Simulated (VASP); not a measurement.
## What goes wrong when KF (Carobbiite) is relaxed with a bad input

Some relaxations of KF (Carobbiite) get a fault in the input on purpose. Which of them show, and how? The starting structure is a measured crystal structure from the Crystallography Open Database. The first relaxation on each setting starts from this cell expanded by 3 % in volume.

Program: VASP 6.6.1. Level of theory: Kohn-Sham DFT with plane waves and PAW; PBEsol. Results are calculated unless marked as measured.

## (1) The structure

The structure is cubic, space group Fm-3m (No. 225). Conventional cell: a = 5.344 Å, b = 5.344 Å, c = 5.344 Å, α = 90.00°, β = 90.00°, γ = 90.00°. K has 6 F at 2.67 Å nearest. Nearest to F lie 6 K at 2.67 Å. Farther neighbours and most contacts between anions are not listed.

As a file:

```cif
data_structure
_symmetry_space_group_name_H-M 'Fm-3m'
_symmetry_Int_Tables_number 225
_cell_length_a 5.3437
_cell_length_b 5.3437
_cell_length_c 5.3437
_cell_angle_alpha 90.000
_cell_angle_beta 90.000
_cell_angle_gamma 90.000
_cell_volume 152.59
loop_
_atom_site_label
_atom_site_type_symbol
_atom_site_symmetry_multiplicity
_atom_site_Wyckoff_symbol
_atom_site_fract_x
_atom_site_fract_y
_atom_site_fract_z
_atom_site_occupancy
K1 K 4 a 0.00000 0.00000 0.00000 1
F1 F 4 b 0.50000 0.00000 0.00000 1
```

## (2) Reference relaxation

This run starts from the cell of an earlier relaxation, which isn't shown; the restart sets up the plane waves anew.

Input file INCAR:

```
SYSTEM = KF
PREC = Accurate
ENCUT = 520
EDIFF = 1E-06
NELM = 100
ISMEAR = 0
SIGMA = 0.03
LREAL = .FALSE.
ALGO = Normal
GGA = PS
NBANDS = 14
LORBIT = 11
LWAVE = .FALSE.
LCHARG = .FALSE.
KPAR = 4
IBRION = 2
NSW = 50
ISIF = 3
EDIFFG = -0.006
```

Input file POSCAR:

```
KF
1.0
    0.0000000000      2.6569358152      2.6569358152
    2.6569358152      0.0000000000      2.6569358152
    2.6569358152      2.6569358152      0.0000000000
K F
1 1
Direct
    0.0000000000      0.0000000000      0.0000000000
    0.5000000000      0.5000000000      0.5000000000
```

Input file KPOINTS:

```
Automatic mesh
0
Gamma
8 8 8
0 0 0
```

The projector-augmented-wave data sets are K_sv and F (PBE family, release 64).

Run with:

```sh
$ mpirun -np 4 vasp_std
```

Log:

```text
[banner, memory and clock lines left out]
running    4 mpi-ranks, on    1 nodes
 distrk:  each k-point on    1 cores,    4 groups
 distr:  one band on    1 cores,    1 groups

 POSCAR found type information on POSCAR K F
 POSCAR found :  2 types and       2 ions
|                                                                             |
|               ----> ADVICE to this user running VASP <----                  |
|                                                                             |
|     You enforced a specific xc type in the INCAR file but a different       |
|     [... a line on the potential file left out ...]
|     I HOPE YOU KNOW WHAT YOU ARE DOING!                                     |
|                                                                             |

 LDA part: xc-table for (Slater+PW92), standard interpolation
 POSCAR, INCAR and KPOINTS ok, starting setup
 FFT: planning ... GRIDC
 FFT: planning ... GRID_SOFT
 FFT: planning ... GRID
 WAVECAR not read
 entering main loop
       N       E                     dE             d eps       ncg     rms          rms(c)
DAV:   1     0.111660653808E+03    0.11166E+03   -0.83772E+03   820   0.112E+03
DAV:   2    -0.500881595890E+01   -0.11667E+03   -0.10830E+03  1068   0.298E+02
DAV:   3    -0.951291775425E+01   -0.45041E+01   -0.44879E+01  1010   0.529E+01
DAV:   4    -0.964049439453E+01   -0.12758E+00   -0.12754E+00  1120   0.831E+00
DAV:   5    -0.964202736443E+01   -0.15330E-02   -0.15330E-02  1036   0.927E-01    0.591E+00
DAV:   6    -0.855858679196E+01    0.10834E+01   -0.31626E+00   872   0.151E+01    0.411E+00
DAV:   7    -0.852505825344E+01    0.33529E-01   -0.81858E-02  1018   0.244E+00    0.238E+00
DAV:   8    -0.851818622401E+01    0.68720E-02   -0.52350E-02   932   0.238E+00    0.217E-01
DAV:   9    -0.851965114745E+01   -0.14649E-02   -0.54342E-03  1000   0.621E-01    0.121E-01
DAV:  10    -0.851995895399E+01   -0.30781E-03   -0.50268E-04   986   0.198E-01    0.742E-02
DAV:  11    -0.852018508481E+01   -0.22613E-03   -0.23342E-04   830   0.113E-01    0.161E-02
DAV:  12    -0.852017961581E+01    0.54690E-05   -0.16520E-05  1042   0.375E-02    0.416E-03
DAV:  13    -0.852018096127E+01   -0.13455E-05   -0.35321E-06   868   0.161E-02    0.438E-03
DAV:  14    -0.852018072251E+01    0.23876E-06   -0.66862E-07   690   0.866E-03
   1 F= -.85201807E+01 E0= -.85201807E+01  d E =-.852018E+01
 curvature:   0.00 expect dE= 0.000E+00 dE for cont linesearch  0.000E+00
 trial: gam= 0.00000 g(F)=  0.108E-59 g(S)=  0.317E-04 ort = 0.000E+00 (trialstep = 0.100E+01)
 search vector abs. value=  0.317E-04
 bond charge predicted
       N       E                     dE             d eps       ncg     rms          rms(c)
DAV:   1    -0.852055219571E+01   -0.37123E-03   -0.65619E-03   992   0.818E-01    0.143E-01
DAV:   2    -0.852023934994E+01    0.31285E-03   -0.11531E-03   932   0.308E-01    0.372E-02
DAV:   3    -0.852020362017E+01    0.35730E-04   -0.65097E-05  1322   0.778E-02    0.258E-02
DAV:   4    -0.852019902366E+01    0.45965E-05   -0.17965E-05  1468   0.308E-02    0.209E-02
DAV:   5    -0.852020122135E+01   -0.21977E-05   -0.20155E-06  1266   0.715E-03    0.255E-03
DAV:   6    -0.852020164523E+01   -0.42388E-06   -0.13813E-07   514   0.367E-03
   2 F= -.85202016E+01 E0= -.85202016E+01  d E =-.209227E-04
 trial-energy change:   -0.000021  1 .order   -0.000023   -0.000032   -0.000014
 step:   1.7482(harm=  1.7482)  dis= 0.00000  next Energy=    -8.520208 (dE=-0.277E-04)
 reached required accuracy - stopping structural energy minimisation
```

Elapsed: 6.2 s, on 4 MPI ranks of Intel Xeon 6975P-C (Granite Rapids), shared host; peak memory 0.63 GiB; 22 s of CPU time.

The logs omit lines about the potential files and the build; timing stands in the text.

OUTCAR, selected parts (step 2):

```text
ion  position               nearest neighbor table
   1  0.000  0.000  0.000-   2 2.66   2 2.66   2 2.66   2 2.66   2 2.66   2 2.66
   2  0.500  0.500  0.500-   1 2.66   1 2.66   1 2.66   1 2.66   1 2.66   1 2.66

  LATTYP: Found a face centered cubic cell.
 ALAT       =     5.3138716304

 Subroutine GETGRP returns: Found 48 space group operations
 (whereof 48 operations were pure point group operations)

The static configuration has the point symmetry O_h .

 Found     29 irreducible k-points:

   k-points           NKPTS =     29   k-points in BZ     NKDIM =     29   number of bands    NBANDS=     14

   dimension x,y,z NGX =    28 NGY =   28 NGZ =   28
   dimension x,y,z NGXF=    56 NGYF=   56 NGZF=   56

   ENCUT  =  520.0 eV  38.22 Ry    6.18 a.u.   6.99  6.99  6.99*2*pi/ulx,y,z

   NELECT =      16.0000    total number of electrons

 k-points in reciprocal lattice and weights: Automatic mesh
   0.00000000  0.00000000  0.00000000       0.002
   0.12500000  0.00000000  0.00000000       0.016
   0.25000000  0.00000000  0.00000000       0.016
   0.37500000  0.00000000  0.00000000       0.016
   0.50000000  0.00000000  0.00000000       0.008
   0.12500000  0.12500000  0.00000000       0.012
   0.25000000  0.12500000  0.00000000       0.047
   0.37500000  0.12500000  0.00000000       0.047
   0.50000000  0.12500000  0.00000000       0.047
[...]
-0.37500000  0.50000000  0.12500000       0.023
  -0.25000000  0.50000000  0.25000000       0.012

 average (electrostatic) potential at core
       1 -35.8310       2 -77.8117

 E-fermi :  -2.6515

 k-point     1 :       0.0000    0.0000    0.0000
  band No.  band energies     occupation
    ...
      4     -12.0714      2.00000
      5     -12.0714      2.00000
      6      -2.8599      2.00000
      7      -2.8599      2.00000
      8      -2.8599      2.00000
      9       3.2617      0.00000
     10       7.8231      0.00000
     11       7.8231      0.00000
     12       7.8231      0.00000
     13       9.5232      0.00000
    ...

 k-point     2 :       0.1250    0.0000    0.0000
  band No.  band energies     occupation
    ...
      4     -12.0771      2.00000
      5     -12.0771      2.00000
      6      -3.0083      2.00000
      7      -2.9163      2.00000
      8      -2.9163      2.00000
      9       3.7055      0.00000
     10       7.5597      0.00000
     11       8.0399      0.00000
     12       8.0399      0.00000
     13       9.6754      0.00000
    ...

 k-point     3 :       0.2500    0.0000    0.0000
  band No.  band energies     occupation
    ...
      4     -12.0907      2.00000
      5     -12.0907      2.00000
      6      -3.3215      2.00000
      7      -3.0494      2.00000
      8      -3.0494      2.00000
      9       4.8045      0.00000
     10       7.2028      0.00000
     11       8.5784      0.00000
     12       8.5784      0.00000
     13      10.1455      0.00000
    ...

  Total       -0.0089510     -0.0089510     -0.0089510      0.0000000      0.0000000     -0.0000000
  in kB       -0.3828853     -0.3828853     -0.3828853      0.0000000      0.0000000     -0.0000000
  external PRESSURE =      -0.3828853 kB  Pullay stress =       0.0000000 kB

  energy-cutoff  :      520.00
  volume of cell :       37.46
      direct lattice vectors                 reciprocal lattice vectors
     0.000000000  2.655595461  2.655595461    -0.188281689  0.188281689  0.188281689
     2.655595461 -0.000000000  2.655595461     0.188281689 -0.188281689  0.188281689
     2.655595461  2.655595461 -0.000000000     0.188281689  0.188281689 -0.188281689

 POSITION                                       TOTAL-FORCE (eV/Angst)
 -----------------------------------------------------------------------------------
      2.65560     -0.00000      2.65560        -0.000000     -0.000000     -0.000000
      2.65560      2.65560      2.65560         0.000000      0.000000      0.000000
 -----------------------------------------------------------------------------------
    total drift:                                0.000000      0.000000      0.000000

  FREE ENERGIE OF THE ION-ELECTRON SYSTEM (eV)
  ---------------------------------------------------
  free  energy   TOTEN  =        -8.5202016452 eV

  energy  without entropy=       -8.5202016452  energy(sigma->0) =       -8.52020165

 reached required accuracy - stopping structural energy minimisation

 total charge
# of ion       s       p       d       tot
------------------------------------------
    1        1.957   5.579   0.035   7.571
    2        1.728   4.342   0.000   6.070
--------------------------------------------------
tot          3.686   9.921   0.035  13.641

[... 3 further parts left out ...]
```

CONTCAR:

```
KF
   1.00000000000000
     0.0000000000000000    2.6555954609302059    2.6555954609302059
     2.6555954609302059   -0.0000000000000000    2.6555954609302059
     2.6555954609302059    2.6555954609302059   -0.0000000000000000
  K               F
     1     1
Direct
     0.0000000000000000    1.0000000000000000    0.0000000000000000
     0.5000000000000000    0.5000000000000000    0.5000000000000000
```

The PAW data sets were made with PBE, which is usual practice but a small mismatch for other functionals. The run keeps the 48 symmetry operations of its start, so it cannot find a distortion of lower symmetry.

The reference relaxation ends at 18.728 Å³ an atom.

## (3) Relaxation with a functional's name that the tag doesn't take

A slip made on purpose: a functional's name that the tag doesn't take. Against step 2 the input has GGA = PBESOL (also changed: NELM).

Edit INCAR of step 2 so:

```diff
@@ -4,3 +4,3 @@
 EDIFF = 1E-06
-NELM = 100
+NELM = 60
 ISMEAR = 0
@@ -9,3 +9,3 @@
 ALGO = Normal
-GGA = PS
+GGA = PBESOL
 NBANDS = 14
```

Input file POSCAR:

```
KF
1.0
    0.0000000000      2.6983056809      2.6983056809
    2.6983056809      0.0000000000      2.6983056809
    2.6983056809      2.6983056809      0.0000000000
K F
1 1
Direct
    0.0000000000      0.0000000000      0.0000000000
    0.5000000000      0.5000000000      0.5000000000
```

KPOINTS is that of step 2.

Run with:

```sh
$ mpirun -np 4 vasp_std
```

Log:

```text
[banner, memory and clock lines left out]
running    4 mpi-ranks, on    1 nodes
[...]
|                                                                             |
|     EEEEEEE  RRRRRR   RRRRRR   OOOOOOO  RRRRRR      ###     ###     ###     |
|     E        R     R  R     R  O     O  R     R     ###     ###     ###     |
|     E        R     R  R     R  O     O  R     R     ###     ###     ###     |
|     EEEEE    RRRRRR   RRRRRR   O     O  RRRRRR       #       #       #      |
|     E        R   R    R   R    O     O  R   R                               |
|     E        R    R   R    R   O     O  R    R      ###     ###     ###     |
|     EEEEEEE  R     R  R     R  OOOOOOO  R     R     ###     ###     ###     |
|                                                                             |
|     Error: One of the selected functionals does not exist.                  |
|                                                                             |
|       ---->  I REFUSE TO CONTINUE WITH THIS SICK JOB ... BYE!!! <----       |
|                                                                             |

1
1
1
1
```

It took 3.8 s on 4 MPI ranks.

VASP stopped with this message: “Error: One of the selected functionals does not exist”.

## (4) Relaxation with an ionic step far too long

A slip made on purpose: an ionic step far too long. Against step 2 the input has IBRION = 1 and POTIM = 2 (also changed: NELM and NSW).

Edit INCAR of step 3 so:

```diff
@@ -9,3 +9,3 @@
 ALGO = Normal
-GGA = PBESOL
+GGA = PS
 NBANDS = 14
@@ -15,5 +15,6 @@
 KPAR = 4
-IBRION = 2
-NSW = 50
+IBRION = 1
+NSW = 30
 ISIF = 3
 EDIFFG = -0.006
+POTIM = 2
```

POSCAR is that of step 3.

KPOINTS is that of step 3.

Run with:

```sh
$ mpirun -np 4 vasp_std
```

Log:

```text
[banner, memory and clock lines left out]
running    4 mpi-ranks, on    1 nodes
[...]
[... a notice as in an earlier step ...]

 LDA part: xc-table for (Slater+PW92), standard interpolation
 POSCAR, INCAR and KPOINTS ok, starting setup
[...]
entering main loop
       N       E                     dE             d eps       ncg     rms          rms(c)
DAV:   1     0.110322054024E+03    0.11032E+03   -0.83376E+03   812   0.111E+03
DAV:   2    -0.497379203434E+01   -0.11530E+03   -0.10620E+03  1046   0.296E+02
DAV:   3    -0.951683242151E+01   -0.45430E+01   -0.45266E+01  1052   0.536E+01
DAV:   4    -0.964541209506E+01   -0.12858E+00   -0.12855E+00  1064   0.815E+00
[...]
DAV:  12    -0.851349544018E+01    0.40263E-05   -0.13494E-05  1028   0.325E-02    0.410E-03
DAV:  13    -0.851349685461E+01   -0.14144E-05   -0.34407E-06   866   0.150E-02    0.438E-03
DAV:  14    -0.851349666491E+01    0.18970E-06   -0.66274E-07   682   0.809E-03
   1 F= -.85134967E+01 E0= -.85134967E+01  d E =-.851350E+01
[... from here on, the cycles between the ionic steps are left out ...]
   2 F= -.85080822E+01 E0= -.85080822E+01  d E =0.541451E-02
   3 F= -.85221707E+01 E0= -.85221707E+01  d E =-.140886E-01
   4 F= -.85222035E+01 E0= -.85222035E+01  d E =-.328163E-04
 BRION: g(F)=  0.716E-59 g(S)=  0.952E-06 retain N=  1 mean eig= 0.44
 eig:   0.444
 reached required accuracy - stopping structural energy minimisation
```

Run time: 15 s. Hardware: 4 MPI ranks; peak memory 0.65 GiB.

Parts of OUTCAR (step 4):

```text
  Total       -0.0018138     -0.0018138     -0.0018138     -0.0000000      0.0000000     -0.0000000
  in kB       -0.0775593     -0.0775593     -0.0775593     -0.0000000      0.0000000     -0.0000000
  external PRESSURE =      -0.0775593 kB  Pullay stress =       0.0000000 kB

 POSITION                                       TOTAL-FORCE (eV/Angst)
 -----------------------------------------------------------------------------------
     -0.00000      0.00000     -0.00000        -0.000000     -0.000000     -0.000000
      2.65588      2.65588      2.65588         0.000000      0.000000      0.000000
 -----------------------------------------------------------------------------------
    total drift:                                0.000000      0.000000      0.000000

  FREE ENERGIE OF THE ION-ELECTRON SYSTEM (eV)
  ---------------------------------------------------
  free  energy   TOTEN  =        -8.5222035436 eV

  energy  without entropy=       -8.5222035436  energy(sigma->0) =       -8.52220354

[... 2 parts as in an earlier step ...]

[... 2 further parts left out ...]
[key lines of the parts left out:]
E-fermi :  -2.6545
```

With an ionic step far too long the cell ends at 18.734 Å³ an atom, +0.03 % from the reference.

## (5) Relaxation with a loose electronic threshold

A slip made on purpose: a loose electronic threshold. Against step 2 the input has EDIFF = 0.01 (also changed: NELM and NSW).

Edit INCAR of step 4 so:

```diff
@@ -3,3 +3,3 @@
 ENCUT = 520
-EDIFF = 1E-06
+EDIFF = 0.01
 NELM = 60
@@ -15,3 +15,3 @@
 KPAR = 4
-IBRION = 1
+IBRION = 2
 NSW = 30
@@ -19,2 +19 @@
 EDIFFG = -0.006
-POTIM = 2
```

POSCAR is that of step 4.

KPOINTS is that of step 4.

Run with:

```sh
$ mpirun -np 4 vasp_std
```

Log:

```text
[... set-up lines as in an earlier step ...]
 entering main loop
       N       E                     dE             d eps       ncg     rms          rms(c)
[... 7 cycles as in an earlier step ...]
DAV:   8    -0.851128685966E+01    0.73925E-02   -0.54684E-02   938   0.240E+00
   1 F= -.85112869E+01 E0= -.85112869E+01  d E =-.851129E+01
[... from here on, the cycles between the ionic steps are left out ...]
   2 F= -.85058088E+01 E0= -.85058088E+01  d E =0.547811E-02
   3 F= -.84874317E+01 E0= -.84874317E+01  d E =0.238551E-01
   5 F= -.85053602E+01 E0= -.85053602E+01  d E =0.592663E-02
   7 F= -.85091781E+01 E0= -.85091781E+01  d E =-.420910E-02
   9 F= -.85188944E+01 E0= -.85188944E+01  d E =-.139254E-01
  11 F= -.85029322E+01 E0= -.85029322E+01  d E =0.203684E-02
  13 F= -.85168119E+01 E0= -.85168119E+01  d E =-.118428E-01
  15 F= -.85222906E+01 E0= -.85222906E+01  d E =-.547875E-02
  17 F= -.85137536E+01 E0= -.85137536E+01  d E =0.305830E-02
  19 F= -.85207826E+01 E0= -.85207826E+01  d E =-.397075E-02
  21 F= -.85216233E+01 E0= -.85216233E+01  d E =-.481146E-02
  23 F= -.85168014E+01 E0= -.85168014E+01  d E =0.482192E-02
  25 F= -.85219395E+01 E0= -.85219395E+01  d E =-.316193E-03
  27 F= -.85222008E+01 E0= -.85222008E+01  d E =-.577454E-03
  29 F= -.85221840E+01 E0= -.85221840E+01  d E =-.560630E-03
  30 F= -.85222454E+01 E0= -.85222454E+01  d E =-.614126E-04
[...]
trial-energy change:   -0.000061  1 .order   -0.000134   -0.000113   -0.000155
 step:   2.8966(harm=  2.8966)  dis= 0.00000  next Energy=    -8.522973 (dE=-0.789E-03)
```

It took 38 s on 4 MPI ranks; peak memory 0.68 GiB.

[end of part 1 of 2]

[Lines on the potential files, build, host, timing and source positions are cut from VASP's logs without a mark.]

[Logs are printed without paths, hosts, clocks, repeated set-up lines and the standing remarks that a program may print on its own settings, such as how far it seeks lower states.]

[Hosts, paths, dates, database ids (printed as entryN), source tags and the programs' standing remarks are cut or masked in the printed files.]
